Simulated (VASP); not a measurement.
# V (Im-3m) in VASP: settings compared, part 2 of 2

VASP 6.6.1.

**4. Relaxation of cell and atoms, PBE**

File INCAR:

```
SYSTEM = V
  ALGO = Normal
  EDIFF = 1E-7
  EDIFFG = -0.005
  ENCUT = 600
  GGA = PE
  IBRION = 2
  ISIF = 3
  ISMEAR = 0
  LASPH = .TRUE.
  LCHARG = .FALSE.
  LREAL = .FALSE.
  LWAVE = .FALSE.
  NELM = 100
  NSW = 90
  PREC = Accurate
  SIGMA = 0.1
```

File KPOINTS:

```
k-points
0
G
  20 20 20
  0 0 0
```

File POSCAR:

```
V
1.0
   -1.5129450000      1.5129450000      1.5129450000
    1.5129450000     -1.5129450000      1.5129450000
    1.5129450000      1.5129450000     -1.5129450000
V
1
Direct
    0.0000000000      0.0000000000      0.0000000000
```

Potentials or basis: VASP PAW PBE potentials, release 64 (V_sv).

On the command line:

```
> cat potpaw_PBE.64/V_sv/POTCAR > POTCAR
> mpirun -np 1 vasp_std > vasp.out
```

OUTCAR:

```text
SYSTEM = V
   EDIFF = 1E-7
   EDIFFG = -0.005
   ENCUT = 600
   GGA = PE
   IBRION = 2
   ISIF = 3
   ISMEAR = 0
   LASPH = .TRUE.
   LREAL = .FALSE.
   NELM = 100
   NSW = 90
   PREC = Accurate

 ion  position               nearest neighbor table
   1  0.000  0.000  0.000-

  LATTYP: Found a body centered cubic cell.
 ALAT       =     3.0258900000

  Lattice vectors:

 A1 = (  -1.5129450000,   1.5129450000,   1.5129450000)
 A2 = (   1.5129450000,  -1.5129450000,   1.5129450000)
 A3 = (   1.5129450000,   1.5129450000,  -1.5129450000)

Analysis of symmetry for initial positions (statically):
=====================================================================
 Subroutine PRICEL returns:
 Original cell was already a primitive cell.

 Routine SETGRP: Setting up the symmetry group for a
 body centered cubic supercell.

 Subroutine GETGRP returns: Found 48 space group operations
 (whereof 48 operations were pure point group operations)
 out of a pool of 48 trial point group operations.

The static configuration has the point symmetry O_h .

Analysis of symmetry for dynamics (positions and initial velocities):
=====================================================================
 Subroutine PRICEL returns:
 Original cell was already a primitive cell.

 Routine SETGRP: Setting up the symmetry group for a
 body centered cubic supercell.

 Subroutine GETGRP returns: Found 48 space group operations
 (whereof 48 operations were pure point group operations)
 out of a pool of 48 trial point group operations.

The dynamic configuration has the point symmetry O_h .

 Subroutine INISYM returns: Found 48 space group operations
 (whereof 48 operations are pure point group operations),
 and found     1 'primitive' translations

----------------------------------------------------------------------------------------

                                     Primitive cell

  volume of cell :      13.8525

[... 117 lines left out ...]
 conjugate gradient relaxation of ions
 non-spin polarized calculation
 Gauss-broadening in eV      SIGMA  =   0.10
  energy-cutoff  :      600.00
  volume of cell :       13.85
 maximum number of plane-waves:       476
 NGX is ok and might be reduce to    24
   NGX = 11   NGY = 11   NGZ = 11

--------------------------------------- Ionic step        1  -------------------------------------------

 number of electron      13.0000003 magnetization

 Free energy of the ion-electron system (eV)
  ---------------------------------------------------
  ext. energy  EPLUGINS =         0.00000000
  ---------------------------------------------------
  free energy    TOTEN  =        -8.99114155 eV

  energy without entropy =       -8.98210869  energy(sigma->0) =       -8.98662512

------------------------ aborting loop because EDIFF is reached ----------------------------------------

  FORCE on cell =-STRESS in cart. coord.  units (eV):
  Direction    XX          YY          ZZ          XY          YZ          ZX
  --------------------------------------------------------------------------------------
  -------------------------------------------------------------------------------------
  Total       -0.4178602     -0.4178602     -0.4178602      0.0000000      0.0000000      0.0000000
  in kB      -48.3294859    -48.3294859    -48.3294859      0.0000000      0.0000000      0.0000000
  external PRESSURE =     -48.3294859 kB  Pullay stress =       0.0000000 kB
[... 22 lines left out ...]
--------------------------------------- Ionic step        2  -------------------------------------------

 number of electron      12.9999997 magnetization

 E-fermi :  10.1209     XC(G=0): -13.0853

 val. band max:       10.1163760439   @ k =   0.3000   0.0000   0.0000
 cond. band min:      10.1296751294   @ k =  -0.4500   0.5000   0.1000
 fundamental gap:      0.0132990855
 Fermi energy:        10.1208521563

 k-point     1 :       0.0000    0.0000    0.0000
  band No.  band energies     occupation
      1     -53.5606      2.00000
      2     -26.8052      2.00000
      3     -26.8052      2.00000
      4     -26.8052      2.00000
      5       3.4693      2.00000
      6      10.5407      0.00000
      7      10.5407      0.00000
      8      10.5407      0.00000
      9      12.6349      0.00000
     10      12.6349      0.00000
[... 333 lines left out ...]
--------------------------------------- Ionic step        3  -------------------------------------------

 number of electron      12.9999999 magnetization

 Free energy of the ion-electron system (eV)
  ---------------------------------------------------
  ext. energy  EPLUGINS =         0.00000000
  ---------------------------------------------------
  free energy    TOTEN  =        -8.99703970 eV

  energy without entropy =       -8.98825936  energy(sigma->0) =       -8.99264953

 E-fermi :   9.6999     XC(G=0): -12.9036

 val. band max:        9.6988521341   @ k =  -0.3000   0.3000   0.1500
 cond. band min:       9.7026980520   @ k =   0.1000   0.0500   0.0500
 fundamental gap:      0.0038459179
 Fermi energy:         9.6999068842

 k-point     1 :       0.0000    0.0000    0.0000
  band No.  band energies     occupation
      1     -54.0200      2.00000
      2     -27.3212      2.00000
      3     -27.3212      2.00000
      4     -27.3212      2.00000
      5       3.1178      2.00000
      6      10.1130      0.00000
      7      10.1130      0.00000
      8      10.1130      0.00000
      9      12.1216      0.00000
     10      12.1216      0.00000
[... 327 lines left out ...]
  FREE ENERGIE OF THE ION-ELECTRON SYSTEM (eV)
  ---------------------------------------------------
  free  energy   TOTEN  =        -8.9970396975 eV

  energy  without entropy=       -8.9882593639  energy(sigma->0) =       -8.99264953

 reached required accuracy - stopping structural energy minimisation
```

OSZICAR:

```text
N       E                     dE             d eps       ncg     rms          rms(c)
DAV:   1     0.960998672752E+02    0.96100E+02   -0.78888E+03  5120   0.156E+03
DAV:   2    -0.879741190650E+01   -0.10490E+03   -0.10292E+03  5268   0.391E+02
DAV:   3    -0.104262479251E+02   -0.16288E+01   -0.15938E+01  5382   0.582E+01
DAV:   4    -0.104375019096E+02   -0.11254E-01   -0.11241E-01  5208   0.506E+00
[... 26 lines left out ...]
DAV:   5    -0.899704068155E+01   -0.11920E-04   -0.66235E-05  5200   0.120E-01    0.139E-02
DAV:   6    -0.899704022513E+01    0.45642E-06   -0.78603E-06  5140   0.404E-02    0.792E-04
DAV:   7    -0.899704000510E+01    0.22003E-06   -0.28800E-08  2630   0.248E-03    0.658E-04
DAV:   8    -0.899703969757E+01    0.30752E-06   -0.13309E-08  2560   0.179E-03    0.151E-04
DAV:   9    -0.899703969753E+01    0.45929E-10   -0.10122E-09  2560   0.627E-04
   3 F= -.89970397E+01 E0= -.89926495E+01  d E =-.589815E-02
```

It took 38 s on 1 thread of Intel Xeon Platinum 8488C (Sapphire Rapids), shared host; peak memory 0.18 GiB.

Results:

```yaml
Free_energy: -8.9970 eV
Relaxed_volume: 13.47 Å³/atom
Relaxed_cell: a = 2.596 Å, b = 2.596 Å, c = 2.596 Å, α = 109.47°, β = 109.47°, γ = 109.47°
Space_group_after_relaxing_to_0.05_Å: Im-3m (No. 229)
Energy_gained_by_relaxing: 5.9 meV/atom
Ionic_steps: 3
Pressure_after_relaxing: 0.0 GPa
Band_gap_on_the_k_mesh: none (metal or under the smearing width)
```

Step by step:
```csv
step,energy change (eV),largest force (eV/Å),pressure (GPa),volume (Å³)
1,0.0000,0.0000,-4.83,13.85
2,0.0027,0.0000,6.45,13.03
3,-0.0059,0.0000,-0.03,13.47
```

Final structure:
```xyz
1
Lattice="-1.4990 1.4990 1.4990 1.4990 -1.4990 1.4990 1.4990 1.4990 -1.4990" Properties=species:S:1:pos:R:3 pbc="T T T"
V     0.0000    0.0000    0.0000
```

**5. Summary**

| level | potentials or basis | gap on the mesh (eV) | pressure (GPa) | relaxed volume (Å³/atom) |
| --- | --- | --- | --- | --- |
| PBEsol | VASP PAW PBE potentials, release 64 (V_sv) | none | 0.0 | 12.96 |
| LDA | VASP PAW LDA potentials, release 64 (V_sv) | none | -0.1 | 12.56 |
| PBE | VASP PAW PBE potentials, release 64 (V_sv) | none | 0.0 | 13.47 |

Alike in all rows: task relaxation of cell and atoms; no spin polarisation; cell relaxed; k mesh 20 × 20 × 20; cutoff (eV) 600; smearing gaussian 0.1 eV.

Caveats: the PAW data sets were made with another functional, which shifts forces and pressure a little (some runs).

Absolute energies hang on the potentials; compare differences alone.
